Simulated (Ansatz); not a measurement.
## HfC (Fm-3m) under several functionals

**Measured values to compare with.**

A printed reference work, monograph reports, for a bulk crystal of HfC: lattice constant a 4.641 Å.

Plane-wave DFT in Ansatz with scalar-relativistic PAW potentials. The same structure was relaxed (cell and atoms, symmetry kept) in separate runs at each level. No spin polarisation.

**Question.** How do the levels LDA, PBE, PBEsol, r2SCAN compare?

**Answer.**
| level | cutoff (eV) | k mesh | V (Å³/atom) | a (Å) | B0 (GPa) |
| --- | --- | --- | --- | --- | --- |
| LDA | 420 | 16×16×16 | 11.952 | 4.573 | – |
| PBEsol | 420 | 16×16×16 | 12.225 | 4.607 | 247 |
| r2SCAN | 500 | 16×16×16 | 12.494 | 4.641 | 245 |
| PBE | 420 | 16×16×16 | 12.580 | 4.651 | 234 |

The usual order of volumes, LDA < PBEsol < PBE, holds here (11.952, 12.225, 12.580 Å³/atom). As a rule LDA overbinds; PBEsol, built on the gradient expansion of slowly varying densities, lies between LDA and PBE; PBE's stronger gradient term for exchange weakens bonds. r2SCAN lies 0.7 % under PBE in volume. B0 goes from 247.4 to 233.5 GPa as the volume grows by 2.9 %; on one curve with B' = 3.9 the volume alone, B ∝ V^(−B'), would give 221.3 GPa, and the rest of the difference is the functional's own stiffness.

For PBE: Against the measured lattice constant a of HfC, 4.641 Å (a printed reference work, monograph), the calculated 4.651 Å is off by +0.2 %. The calculations are for 0 K without zero-point motion.

Spin–orbit coupling is left out, which can shift energies with elements as heavy as these.